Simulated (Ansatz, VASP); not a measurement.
**Fe: VASP beside Ansatz**

```
CELL_PARAMETERS angstrom
-1.43455 1.43455 1.43455
1.43455 -1.43455 1.43455
1.43455 1.43455 -1.43455
ATOMIC_POSITIONS crystal
Fe 0.00000 0.00000 0.00000
```

Alike in both runs: task single point; functional r2SCAN; k mesh 15 × 15 × 15; occupations methfessel-paxton of order 1, width 0.3 eV; collinear spin.

```csv
,VASP,Ansatz
version,VASP 6.6.1,Ansatz 0.2.0
potentials or method,"VASP PAW PBE potentials, release 64 (Fe)","plane waves (500 eV) with PAW, scalar-relativistic"
plane-wave cutoff (eV),520,500
valence electrons in the cell,8,16
```

Ansatz gave:

* pressure (GPa): 0.0
* net moment per atom (μB): 2.67
* size of the moment on the site where the two differ most (μB): 2.83

**Question.** What did VASP give for the same quantities?

**Answer.** Pressure (GPa): -0.4; net moment per atom (μB): 2.67; size of the moment on the site where the two differ most (μB): 2.74.

Site moments also hang on the region over which each program counts them. The two sets of potentials don't hold the same shells in valence. Ansatz warned: «stability_check_not_made».

Caveats: the PAW data sets were made with another functional, which shifts forces and pressure a little (VASP).
